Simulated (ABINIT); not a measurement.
Crystal: BP.

```
P B
1.0
     0.00000    2.26900    2.26900
     2.26900    0.00000    2.26900
     2.26900    2.26900    0.00000
P B
1 1
Direct
  0.75000 0.75000 0.75000
  0.00000 0.00000 0.00000
```

Program: ABINIT 10.8.3 (patched build). Alike in all runs: no spin polarisation; cell as given; smearing fermi-dirac 0.05 eV.

Q: Order these runs on this cell by their pressure, lowest first.
A. level SOGGA; potentials or basis PseudoDojo NC SR PBEsol v0.4.1 standard; k mesh 10 × 10 × 10; cutoff (eV) 1034
B. level RPBE; potentials or basis JTH PAW PBE v2.0; k mesh 10 × 10 × 10; cutoff (eV) 544; fine-grid cutoff 1088.46 eV
C. level RPBE; potentials or basis PseudoDojo NC SR PBE v0.4.1 standard; k mesh 10 × 10 × 10; cutoff (eV) 1034
D. level LDA; potentials or basis JTH PAW LDA v2.0; k mesh 13 × 13 × 13; cutoff (eV) 544; fine-grid cutoff 1088.46 eV
E. level PBEsol; potentials or basis PseudoDojo NC SR PBEsol v0.4 stringent; k mesh 10 × 10 × 10; cutoff (eV) 1034

A: D (-5.4 GPa), A (-3.4 GPa), E (-1.9 GPa), C (1.9 GPa), B (3.6 GPa).

Caveats: the potentials were made for another functional, which shifts forces and pressure (some runs); the PAW data sets were made with another functional, which shifts forces and pressure a little (some runs).

Runs at the PBE level aren't shown here.
